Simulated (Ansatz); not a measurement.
ZrS₂: a film clamped to a substrate

Theory: DFT PBEsol, scalar-relativistic, plane waves, PAW (Ansatz). Settings: plane waves to 420 eV, k-mesh 12×12×6 (Γ-centred), Gaussian smearing 0.05 eV. No spin polarisation. Energies are free energies at this smearing, counted from the undisturbed cell; pressure is positive in compression.

The starting cell (as given, not relaxed at this level; it stands at -0.4 GPa):

```xyz
3
Lattice="3.6300 0.0000 0.0000 -1.8150 3.1437 0.0000 0.0000 0.0000 5.8500" Properties=species:S:1:pos:R:3 pbc="T T T"
Zr    0.0000    0.0000    0.0000
S     0.0000    2.0958    1.4578
S     1.8150    1.0479    4.3922
```

The cell holds layers and no dispersion correction was added, so their binding is poorly described.

The cell (3 atoms, V0 = 66.76 Å³) is strained by p along both x and y and by q along z, fractional coordinates fixed. τp = (1/V0) ∂E/∂p = (σxx + σyy)(1 + p)(1 + q) and τq = (1/V0) ∂E/∂q = σzz(1 + p)², with tension positive.

| p | q | ΔE (meV/atom) | τp (GPa) | τq (GPa) |
| --- | --- | --- | --- | --- |
| 0.000 | 0.000 | 0.00 | 0.81 | 0.35 |
| -0.040 | 0.000 | 53.39 | -20.99 | -5.83 |
| 0.040 | 0.000 | 52.83 | 17.44 | 5.07 |
| 0.000 | -0.040 | 12.73 | -5.08 | -5.03 |
| 0.000 | 0.040 | 15.66 | 5.75 | 5.20 |

Question: Get the second derivatives of the energy density.

Answer: Central differences give A = ∂τp/∂p = 480 GPa (C11 + C22 + 2 C12), C = ∂τq/∂q = 128 GPa (C33) and the cross term B = ∂τq/∂p = 136 GPa (C13 + C23); ∂τp/∂q = 135 GPa must equal B, and any difference shows higher-order terms. Steps this large leave an error of some per cent of A or C in all of these, which can swamp a small B. The ions are clamped.

Question: A film of this crystal grows with z along the normal on a substrate that imposes p. How does its thickness respond, and what does the misfit cost?

Answer: Count p and q from the stress-free cell. A free surface needs τq = 0, so q = −(B/C) p = -1.06 p. The energy density left is (A − B²/C) p²/2 = M p², with the biaxial modulus M = 168 GPa; a misfit of 1 % costs 2.33 meV/atom, against 3.34 meV/atom if the thickness were held.

Forces appear on the atoms along this scan, and letting them relax would lower the energy and soften the response. The gap closes along the scan, which can put kinks into the curve.

The 128 GPa along z is far too stiff for a crystal whose layers are held together by weak forces. With fractional coordinates fixed, a strain along z changes the thickness of each layer by the same fraction as the gap between layers, and so stretches the strong, polar-covalent Zr–S bonds too (by about a third of that fraction, since they are inclined), whereas in the real crystal the soft gap would take up most of it. This value therefore mainly measures the layer itself, not the interlayer stiffness.

The large cross term has a similar origin. The Zr–S bonds are inclined to the plane, so in-plane stretching lengthens them and a thinner layer partly restores their length. That coupling lowers the misfit cost from 3.34 to 2.33 meV/atom. In a real film the sulfur planes can shift towards or away from the zirconium plane without the layer spacing following in proportion, so the ratio of -1.06 is probably not a reliable guide to the measured thickness change. The elastic cost alone also doesn't show at what thickness a film would relieve its misfit through defects or slip at the interface.
